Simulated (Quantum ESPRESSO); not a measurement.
A run of Quantum ESPRESSO 7.5:

Contents of pw.in:

```
&CONTROL
  calculation = 'scf'
  prefix = 'pwscf'
  outdir = './tmp'
  pseudo_dir = './pseudo'
  tprnfor = .true.
  tstress = .true.
  disk_io = 'low'
/
&SYSTEM
  ibrav = 0
  celldm(1) = 8
  nat = 5
  ntyp = 3
  ecutwfc = 88
  nbnd = 28
  input_dft = 'r2scan'
  occupations = 'smearing'
  smearing = 'fd'
  degauss = 0.00367493
  nosym = .true.
/
&ELECTRONS
  conv_thr = 1d-08
  electron_maxstep = 120
  mixing_beta = 0.5
/
ATOMIC_SPECIES
Ba   137.3270 Ba_ONCV_PBE-1.2.upf
Ti    47.8670 Ti_ONCV_PBE-1.2.upf
O     15.9990 O_ONCV_PBE-1.2.upf
CELL_PARAMETERS alat
  0.6678685679735   0.3855940974892   0.5476410939078
 -0.6678685679735   0.3855940974892   0.5476410939078
  0.0000000000000  -0.7711881950020   0.5476410939078
ATOMIC_POSITIONS crystal
Ba     0.0000000000    0.0000000000    0.0000000000
Ti     0.4845000000    0.4845000000    0.4845000000
O      0.5086000000    0.0175000000    0.5086000000
O      0.0175000000    0.5086000000    0.5086000000
O      0.5086000000    0.5086000000    0.0175000000
K_POINTS automatic
5 5 5 0 0 0
```

File bands.in:

```
&CONTROL
  calculation = 'bands'
  prefix = 'pwscf'
  outdir = './tmp'
  pseudo_dir = './pseudo'
  disk_io = 'low'
  verbosity = 'high'
/
&SYSTEM
  ibrav = 0
  celldm(1) = 8
  nat = 5
  ntyp = 3
  ecutwfc = 88
  nbnd = 28
  input_dft = 'r2scan'
  occupations = 'smearing'
  smearing = 'fd'
  degauss = 0.00367493
  nosym = .true.
/
&ELECTRONS
  conv_thr = 1d-08
  electron_maxstep = 120
  mixing_beta = 0.5
  diago_full_acc = .true.
  startingwfc = 'random'
/
ATOMIC_SPECIES
Ba   137.3270 Ba_ONCV_PBE-1.2.upf
Ti    47.8670 Ti_ONCV_PBE-1.2.upf
O     15.9990 O_ONCV_PBE-1.2.upf
CELL_PARAMETERS alat
  0.6678685679735   0.3855940974892   0.5476410939078
 -0.6678685679735   0.3855940974892   0.5476410939078
  0.0000000000000  -0.7711881950020   0.5476410939078
ATOMIC_POSITIONS crystal
Ba     0.0000000000    0.0000000000    0.0000000000
Ti     0.4845000000    0.4845000000    0.4845000000
O      0.5086000000    0.0175000000    0.5086000000
O      0.0175000000    0.5086000000    0.5086000000
O      0.5086000000    0.5086000000    0.0175000000
K_POINTS crystal
60
 0.0000000000  0.0000000000  0.0000000000 1
 0.0714285714  0.0000000000  0.0000000000 1
 0.1428571429  0.0000000000  0.0000000000 1
 0.2142857143  0.0000000000  0.0000000000 1
 0.2857142857  0.0000000000  0.0000000000 1
 0.3571428571  0.0000000000  0.0000000000 1
 0.4285714286  0.0000000000  0.0000000000 1
 0.5000000000  0.0000000000  0.0000000000 1
 0.5000000000  0.0497171212 -0.0497171212 1
 0.5000000000  0.0994342425 -0.0994342425 1
 0.5000000000  0.1491513637 -0.1491513637 1
 0.5000000000  0.1988684849 -0.1988684849 1
 0.5000000000  0.2485856061 -0.2485856061 1
 0.5000000000  0.2983027274 -0.2983027274 1
 0.5000000000  0.3480198486 -0.3480198486 1
 0.5000000000  0.3977369698 -0.3977369698 1
 0.5000000000  0.4474540911 -0.4474540911 1
 0.5000000000  0.4971712123 -0.4971712123 1
 0.5028287877  0.5000000000  0.4971712123 1
 0.5000000000  0.5000000000  0.5000000000 1
 0.4583333333  0.4583333333  0.4583333333 1
 0.4166666667  0.4166666667  0.4166666667 1
 0.3750000000  0.3750000000  0.3750000000 1
 0.3333333333  0.3333333333  0.3333333333 1
 0.2916666667  0.2916666667  0.2916666667 1
 0.2500000000  0.2500000000  0.2500000000 1
 0.2083333333  0.2083333333  0.2083333333 1
 0.1666666667  0.1666666667  0.1666666667 1
 0.1250000000  0.1250000000  0.1250000000 1
 0.0833333333  0.0833333333  0.0833333333 1
 0.0416666667  0.0416666667  0.0416666667 1
 0.0000000000  0.0000000000  0.0000000000 1
 0.0498585606  0.0000000000 -0.0498585606 1
 0.0997171212  0.0000000000 -0.0997171212 1
 0.1495756818  0.0000000000 -0.1495756818 1
 0.1994342425  0.0000000000 -0.1994342425 1
 0.2492928031  0.0000000000 -0.2492928031 1
 0.2991513637  0.0000000000 -0.2991513637 1
 0.3490099243  0.0000000000 -0.3490099243 1
 0.3988684849  0.0000000000 -0.3988684849 1
 0.4487270455  0.0000000000 -0.4487270455 1
 0.4985856061  0.0000000000 -0.4985856061 1
 0.5014143939  0.4985856061  0.0000000000 1
 0.5000000000  0.5000000000  0.0000000000 1
 0.5002357323  0.5002357323  0.0828618687 1
 0.5004714646  0.5004714646  0.1657237374 1
 0.5007071969  0.5007071969  0.2485856061 1
 0.5009429292  0.5009429292  0.3314474749 1
 0.5011786615  0.5011786615  0.4143093436 1
 0.5014143939  0.5014143939  0.4971712123 1
 0.5000000000  0.5000000000  0.5000000000 1
 0.5000000000  0.0000000000  0.0000000000 1
 0.5003535985  0.0623232008  0.0623232008 1
 0.5007071969  0.1246464015  0.1246464015 1
 0.5010607954  0.1869696023  0.1869696023 1
 0.5014143939  0.2492928031  0.2492928031 1
 0.5017679923  0.3116160038  0.3116160038 1
 0.5021215908  0.3739392046  0.3739392046 1
 0.5024751893  0.4362624054  0.4362624054 1
 0.5028287877  0.4985856061  0.4985856061 1
```

Potentials or basis: SG15 PBE 1.2.

Launch:

```bash
$ OMP_NUM_THREADS=1 mpirun -n 4 pw.x -nk 2 -in pw.in > pw.out
$ OMP_NUM_THREADS=1 mpirun -n 4 pw.x -nk 4 -in bands.in > bands.out
```

Hardware: 4 MPI ranks on AMD EPYC 7R43 64-Core Processor (Zen 3), with other jobs on the host.

Estimate the wall time of this run.

It took 4.3 min on 4 MPI ranks on AMD EPYC 7R43 64-Core Processor (Zen 3), with other jobs on the host, peak memory 0.44 GiB a rank. Counts: scf iterations 15, k pools 2, bands 28, k points 63, g dense 48393.
